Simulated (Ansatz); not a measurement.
# Ge (P6_3/mmc) in Ansatz: reference runs

How does Ge come out in PBEsol? The cell is run as given and disturbed.

Everything below comes from runs of Ansatz 0.2.0. Logs are shortened: lines on timing, memory, paths and dates and some standing lists are left out, and cuts for length are marked.

**1. The crystal as given**

The structure is hexagonal, space group P6_3/mmc (No. 194). The conventional cell has a = 3.998 Å, b = 3.998 Å, c = 6.599 Å, α = 90.00°, β = 90.00°, γ = 120.00°. Ge (site symmetry 3m) has 4 Ge at 2.45 to 2.47 Å as nearest neighbours.

This isn't the form of Ge at room conditions, which is diamond.

**2. Single point, PBEsol**

The input, input.yaml:

```yaml
crystal:
  lattice:
    - [3.9975858431, 0.0, 0.0]
    - [-1.9987929216, 3.462010894, 0.0]
    - [0.0, 0.0, 6.59937795]
  atoms:
    - { symbol: Ge, position: [0.3333333333, 0.6666666667, 0.93709875] }
    - { symbol: Ge, position: [0.6666666667, 0.3333333333, 0.43709875] }
    - { symbol: Ge, position: [0.3333333333, 0.6666666667, 0.56290125] }
    - { symbol: Ge, position: [0.6666666667, 0.3333333333, 0.06290125] }
hamiltonian:
  xc: pbesol
  pseudopotentials: { kind: paw }
kpoints:
  mp_grid: { grid: [8, 8, 4] }
scf:
  occupations: { method: fermi_dirac, width: 0.05 }
output:
  forces: true
  stress: true
  eigenvalues: true
```

Potentials or basis: Ansatz PAW.

Command:

```bash
ansatz run input.yaml --threads 2 --pin off --max-ram 5632MiB --backend cpu --events-out ev --progress --plain --runs-dir out
```

Standard output:

```text
Warning: RAYON_NUM_THREADS=2 ignored (pool sized by the plan → 2); use --threads N
Engine: ansatz 0.2.0, x86_64-unknown-linux-gnu
Pseudopotentials: kind: paw
Pseudopotential: Ge, paw, valence charge 14, recommended cutoff 420 eV (normal), Ge.paw.azcp
Functional definition: PBEsol
  exchange = pbesol_x
  correlation = pbesol_c
Crystal: 4 atoms, lattice volume = 91.333 Å³
Basis set: ecut = 420 eV, 1763 PW (Γ), exchange–correlation on 54×54×90 points (8 copies of the dense FFT grid, shifted against one another)
Bands: 34, of which v1, the nominal top of the filled ones, is band 28 counted from 1 (27 counted from 0)
Symmetry: 24 space group operations
Space group: P63/mmc (ITA 194), of the structure as read, at distance tolerance 4.5e-5 Å
k-points: 30 of 256
Non-local potential: Ge, projectors of the file, l = 0: 2, l = 1: 2, l = 2: 3, l = 3: 1
PAW form: soft (Blöchl's): semilocal exchange-correlation on the pseudo side does not see the compensation charge
PAW frozen core: Ge, regenerated for the run's functional, and the local potential with it (the file was generated under x = pbe(κ = 0.804, μ = 0.2195149727645171), c = pbe(β = 0.06672455060314922))
PAW one-centre angular grid: Ge, 590 points (default); XC on 64 Gauss nodes
Initial density: superposition of atomic densities (neutral atoms: chi_scale 0, normalization atom), corrected by the library's trained network
Initial wavefunctions: pseudopotential atomic-orbital guess
Functional: x = pbesol(κ = 0.804, μ = 0.12345679012345678), c = pbesol(β = 0.046)
SCF iter   1: F=—  HF=-17013.919733 eV  |F-HF|=—  |Δ(HF+E_count)|=         —  Δρ=2.26e-3  dr2=5.36e-3  ethr=1.77e-3  ⟨swp⟩=6.0  Hψ=3876  notcnv=0
preconditioner: auto → Kerker (q_TF=auto, 2.515 Å⁻¹)  [metal: Δε(μ)=0.091 eV  Ē_g=22.477 eV  σ=0.050 eV  W_gap=0.42  n_scr=22 (ndim 8)  ℏωp=29.1 eV  f_vac=0.070  D(μ)=0.15/eV (n_scr^D=0)]
SCF iter   2: F=—  HF=-17013.916492 eV  |F-HF|=—  |Δ(HF+E_count)|=   3.24e-3  Δρ=1.63e-3  dr2=2.92e-3  ethr=9.58e-6  ⟨swp⟩=1.9  Hψ=1927  notcnv=0
SCF iter   3: F=—  HF=-17013.916630 eV  |F-HF|=—  |Δ(HF+E_count)|=   1.38e-4  Δρ=9.94e-4  dr2=4.04e-4  ethr=5.22e-6  ⟨swp⟩=2.0  Hψ=1835  notcnv=0
SCF iter   4: F=—  HF=-17013.916130 eV  |F-HF|=—  |Δ(HF+E_count)|=   5.00e-4  Δρ=2.83e-4  dr2=1.31e-4  ethr=7.21e-7  ⟨swp⟩=2.0  Hψ=1835  notcnv=0
SCF iter   5: F=—  HF=-17013.916167 eV  |F-HF|=—  |Δ(HF+E_count)|=   3.66e-5  Δρ=1.95e-4  dr2=2.96e-5  ethr=2.34e-7  ⟨swp⟩=3.0  Hψ=1844  notcnv=0
SCF iter   6: F=—  HF=-17013.916115 eV  |F-HF|=—  |Δ(HF+E_count)|=   5.22e-5  Δρ=3.80e-5  dr2=1.70e-6  ethr=5.29e-8  ⟨swp⟩=3.0  Hψ=1847  notcnv=0
SCF iter   7: F=—  HF=-17013.916116 eV  |F-HF|=—  |Δ(HF+E_count)|=   1.64e-6  Δρ=1.75e-5  dr2=2.07e-7  ethr=3.04e-9  ⟨swp⟩=2.0  Hψ=1840  notcnv=0
SCF iter   8: F=-17013.916116 eV  HF=-17013.916116 eV  |F-HF|=2.69e-8  |Δ(HF+E_count)|=   1.83e-9  Δρ=5.43e-6  dr2=1.74e-8  ethr=1.79e-10  ⟨swp⟩=6.1  Hψ=3578  notcnv=0
SCF 1 converged in 8 iterations: F = -17013.916116 eV  dr2 = 1.74e-8
SCF converged after 8 iterations
Free energy (F): -17013.916116 eV
Harris-Foulkes:  -17013.916116 eV  (|F-HF|=2.69e-8)
Internal energy: -17013.914800 eV  (E = F + TS)
E sigma→0 (E₀):  -17013.915458 eV
Entropy (-TS):   -0.001316 eV (-0.329 meV/atom)
Fermi energy:    8.370344 eV
--- Per-component energies (eV) ---
  E_band       = -610.547871
  E_kinetic    = 446.057191
  E_local      = -9927.409202  (includes V_loc(G=0)·N_el)
  E_nonlocal   = 1680.702164
  E_hartree    = 4351.219027
  E_xc         = -299.761741
  E_vxc        = -258.792222  (∫ρ·V_xc dr)
  E_paw        = -7916.669833  (= ΣΔE_a)
  E_vpaw       = -1253.558141  (= ΣTr[D̂ρ^β])
  E_aug_tail   = 0.001418  (compensation charges beyond the density's cutoff)
  E_ewald      = -5351.725568
  E_core_change = 3.671745  (= ΣΔE_core)
  E_smearing   = -0.001316  (= −TS)
  E_closure    = 0.000000  (closes the sum)
  Σ components = -17013.916116   (vs F -17013.916116, Δ=0.00e0)
--- Forces (eV/Å), atoms counted from 1 ---
  atom   1  Ge     0.00000000    -0.00000000    -0.00494078
  atom   2  Ge    -0.00000000     0.00000000    -0.00494078
  atom   3  Ge     0.00000000    -0.00000000     0.00494078
  atom   4  Ge    -0.00000000     0.00000000     0.00494078
  max |Σ_I F_I| component: 9.25e-17 eV/Å
--- Stress (GPa, compression-positive) ---
        0.077175      -0.000000       0.000000
       -0.000000       0.077175       0.000000
        0.000000       0.000000      -0.237082
  P = ⅓ Tr σ = -0.0276 GPa (-0.276 kbar)
--- Band table (eV; the first three rows and the last of 30) ---
  k-point 0: bands = ["-16.5085", "-16.5085", "-16.4703", "-16.4703", "-16.4702", "-16.4571", "-16.4447", "-16.4447", "-16.3926", "-16.3926", "-16.2683", "-16.2683", "-16.2551", "-16.2392", "-16.2350", "-16.2350", "-16.2171", "-16.2171", "-16.1874", "-16.1874", "-4.4140", "-2.3681", "0.7463", "6.8985", "6.8985", "8.2214", "8.2365", "8.3293", "8.5012", "8.5012", "10.6171", "10.6171", "11.1046", "12.9067"]
  k-point 1: bands = ["-16.5043", "-16.5043", "-16.4790", "-16.4790", "-16.4677", "-16.4583", "-16.4351", "-16.4351", "-16.4002", "-16.4002", "-16.2627", "-16.2627", "-16.2534", "-16.2422", "-16.2399", "-16.2399", "-16.2117", "-16.2117", "-16.1912", "-16.1912", "-4.2266", "-2.8906", "1.6481", "5.8621", "7.0630", "7.0630", "8.1407", "8.1407", "8.4380", "9.6463", "10.9835", "10.9835", "11.6052", "12.5023"]
  k-point 2: bands = ["-16.4931", "-16.4931", "-16.4931", "-16.4931", "-16.4623", "-16.4623", "-16.4173", "-16.4173", "-16.4173", "-16.4173", "-16.2507", "-16.2507", "-16.2507", "-16.2507", "-16.2485", "-16.2485", "-16.2009", "-16.2009", "-16.2009", "-16.2009", "-3.6833", "-3.6833", "3.5542", "3.5542", "7.5232", "7.5232", "7.5232", "7.5232", "9.0130", "9.0130", "11.7186", "11.7186", "11.7186", "11.7186"]
  k-point 29: bands = ["-16.5224", "-16.5224", "-16.5009", "-16.5009", "-16.4361", "-16.4361", "-16.3747", "-16.3747", "-16.3590", "-16.3590", "-16.3163", "-16.3163", "-16.2914", "-16.2914", "-16.2638", "-16.2638", "-16.1907", "-16.1907", "-16.1667", "-16.1667", "-1.4200", "-1.4200", "0.3033", "0.3033", "4.2367", "4.2367", "6.3043", "6.3043", "9.5766", "9.5766", "12.5462", "12.5462", "13.1077", "13.1077"]
```

Wall time 2.4 s (2 threads of Intel Xeon 6975P-C (Granite Rapids), shared host); peak memory 0.41 GiB.

Results:

```yaml
Free_energy: -17013.9161 eV
Pressure: 0.0 GPa
Largest_force: 0.005 eV/Å
Band_gap_on_the_k_mesh: 0.11 eV, indirect (least direct gap 0.17 eV)
```

Forces on the atoms (eV/Å):
```
Ge   0.000  0.000 -0.005
Ge   0.000  0.000 -0.005
Ge   0.000  0.000  0.005
Ge   0.000  0.000  0.005
```

Levels at points of the mesh, in eV from the valence-band top:
```
             k point  band 25  band 26  band 27  band 28  band 29  band 30  band 31  band 32
  (0.00, 0.00, 0.00)    -1.43    -0.11    -0.09     0.00     0.17     0.17     2.29     2.29
 (0.00, 0.00, -0.50)    -0.81    -0.81    -0.81    -0.81     0.68     0.68     3.39     3.39
 (0.00, -0.50, 0.00)    -4.55    -3.02    -2.79    -1.40     0.51     1.65     3.53     3.72
(0.00, -0.50, -0.50)    -2.51    -2.51    -2.37    -2.37     0.51     0.51     2.10     2.10
```

Caveat: the PAW data sets come from PBE, with cores solved anew for the run's functional, which leaves a small shift of forces and pressure. Expect the measured gap to be larger: semilocal functionals such as PBEsol lack the derivative discontinuity.

**3. Single point, PBEsol (atoms moved at random, drawn with an rms of 0.05 Å)**

The input, input.yaml:

```yaml
crystal:
  lattice:
    - [3.9975858431, 0.0, 0.0]
    - [-1.9987929216, 3.462010894, 0.0]
    - [0.0, 0.0, 6.59937795]
  atoms:
    - { symbol: Ge, position: [0.328034, 0.664887, 0.939588] }
    - { symbol: Ge, position: [0.677631, 0.339187, 0.433296] }
    - { symbol: Ge, position: [0.343627, 0.670521, 0.567255] }
    - { symbol: Ge, position: [0.673128, 0.326905, 0.061173] }
hamiltonian:
  xc: pbesol
  pseudopotentials: { kind: paw }
kpoints:
  mp_grid: { grid: [8, 8, 4] }
scf:
  occupations: { method: fermi_dirac, width: 0.05 }
output:
  forces: true
  stress: true
  eigenvalues: true
```

Potentials or basis: Ansatz PAW.

Command:

```bash
ansatz run input.yaml --threads 2 --pin off --max-ram 5632MiB --backend cpu --events-out ev --progress --plain --runs-dir out
```

Standard output:

```text
Warning: RAYON_NUM_THREADS=2 ignored (pool sized by the plan → 2); use --threads N
[... 6 set-up lines as earlier in the session ...]
Crystal: 4 atoms, lattice volume = 91.333 Å³
Basis set: ecut = 420 eV, 1763 PW (Γ), exchange–correlation on 54×54×90 points (8 copies of the dense FFT grid, shifted against one another)
Bands: 34, of which v1, the nominal top of the filled ones, is band 28 counted from 1 (27 counted from 0)
Symmetry: 1 space group operations
Space group: P1 (ITA 1), of the structure as read, at distance tolerance 4.5e-5 Å
k-points: 132 of 256 (time reversal used)
[... 4 set-up lines as earlier in the session ...]
[... 32 lines left out ...]
  E_ewald      = -5351.583477
  E_core_change = 3.671745  (= ΣΔE_core)
  E_smearing   = -0.001626  (= −TS)
  E_closure    = -0.000000  (closes the sum)
  Σ components = -17013.885603   (vs F -17013.885603, Δ=0.00e0)
--- Forces (eV/Å), atoms counted from 1 ---
  atom   1  Ge     0.59940947    -0.13581481    -0.12811273
  atom   2  Ge     0.02861866    -0.08212413     0.39087615
  atom   3  Ge    -0.04252566     0.06308896    -0.37924683
  atom   4  Ge    -0.58550300     0.15484977     0.11648358
  max |Σ_I F_I| component: 5.38e-7 eV/Å
--- Stress (GPa, compression-positive) ---
       -0.154267       0.719943      -0.556827
        0.719943       0.065855       0.187729
       -0.556827       0.187729       0.170869
  P = ⅓ Tr σ = 0.0275 GPa (0.275 kbar)
--- Band table (eV; the first three rows and the last of 132) ---
  k-point 0: bands = ["-16.5771", "-16.5567", "-16.4987", "-16.4978", "-16.4970", "-16.4814", "-16.4202", "-16.4175", "-16.3484", "-16.3471", "-16.3163", "-16.3127", "-16.2870", "-16.2765", "-16.2291", "-16.2246", "-16.1773", "-16.1764", "-16.1440", "-16.1424", "-4.4230", "-2.3340", "0.6810", "6.7827", "6.9992", "8.1439", "8.2259", "8.3576", "8.4754", "8.6547", "10.4823", "10.6945", "11.1669", "12.8073"]
  k-point 1: bands = ["-16.5765", "-16.5560", "-16.4985", "-16.4977", "-16.4968", "-16.4804", "-16.4198", "-16.4173", "-16.3556", "-16.3541", "-16.3089", "-16.3052", "-16.2875", "-16.2772", "-16.2308", "-16.2242", "-16.1772", "-16.1760", "-16.1449", "-16.1432", "-4.2378", "-2.8666", "1.5956", "5.8195", "6.9362", "7.1655", "8.1193", "8.2635", "8.4545", "9.6810", "10.8549", "11.0689", "11.6108", "12.4160"]
  k-point 2: bands = ["-16.5760", "-16.5553", "-16.4984", "-16.4977", "-16.4967", "-16.4794", "-16.4192", "-16.4170", "-16.3615", "-16.3598", "-16.3024", "-16.2986", "-16.2887", "-16.2786", "-16.2322", "-16.2241", "-16.1771", "-16.1756", "-16.1459", "-16.1440", "-3.7989", "-3.5610", "3.4985", "3.5218", "7.2178", "7.6019", "7.6480", "7.6925", "8.8844", "9.2104", "11.4334", "11.7545", "11.8124", "11.8841"]
  k-point 131: bands = ["-16.5881", "-16.5414", "-16.5374", "-16.4835", "-16.4579", "-16.4279", "-16.4200", "-16.4141", "-16.3713", "-16.3616", "-16.3306", "-16.2777", "-16.2748", "-16.2719", "-16.2620", "-16.2236", "-16.2046", "-16.1733", "-16.1583", "-16.1265", "-2.0148", "-1.6994", "0.5617", "0.6530", "5.7279", "5.7674", "5.8115", "6.1258", "8.7491", "8.9249", "10.2815", "10.6056", "14.3272", "14.5140"]
```

Run time: 12 s. Hardware: 2 threads of Intel Xeon 6975P-C (Granite Rapids), shared host; peak memory 0.55 GiB.

What came out:

```yaml
Free_energy: -17013.8856 eV
Pressure: 0.0 GPa
Largest_force: 0.628 eV/Å
Band_gap_on_the_k_mesh: 0.10 eV, indirect (least direct gap 0.12 eV)
```

Forces on the atoms (eV/Å):
```
Ge   0.599 -0.136 -0.128
Ge   0.029 -0.082  0.391
Ge  -0.043  0.063 -0.379
Ge  -0.586  0.155  0.116
```

Stress tensor (GPa, compression positive):
```
-0.15  0.72 -0.56
 0.72  0.07  0.19
-0.56  0.19  0.17
```

Caveat: the PAW data sets come from PBE, with cores solved anew for the run's functional, which leaves a small shift of forces and pressure.
